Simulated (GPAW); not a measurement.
FeO (Wuestite):

```
Fe O
1.0
     1.51882    0.87689    2.51958
    -1.51882    0.87689    2.51958
     0.00000   -1.75378    2.51958
Fe O
1 1
Direct
  0.00000 0.00000 0.00000
  0.50000 0.50000 0.50000
```

Program: GPAW 26.7.0. Alike in all runs: task band structure; spin collinear, ferromagnetic start; cell as given; k mesh 7 × 7 × 7; cutoff (eV) 800; smearing fermi-dirac 0.05 eV; the mesh is coarse, so values aren't converged.

**Question.** Order these runs on this cell by their pressure, lowest first.
A. level PBEsol; potentials or basis PAW data sets generated in the run's folder for this functional, pw
B. level LDA; potentials or basis the program's PAW data sets (release 1.2.1) made for this functional, pw
C. level revPBE; potentials or basis the program's PAW data sets (release 1.2.1) made for this functional, pw
D. level SCAN; potentials or basis GPAW PAW data sets (gpaw-data 1.2.1), pw
E. level RPBE; potentials or basis the program's PAW data sets (release 1.2.1) made for this functional, pw

**Answer.** B (-16.3 GPa), A (-8.0 GPa), D (-6.4 GPa), C (4.1 GPa), E (5.6 GPa).

Caveats: all runs use coarse meshes; a cell with one magnetic atom can't hold antiferromagnetic order, which such compounds often take; the PAW data sets were made with another functional, which shifts forces and pressure a little (some runs).

Runs at the PBE level aren't shown here.
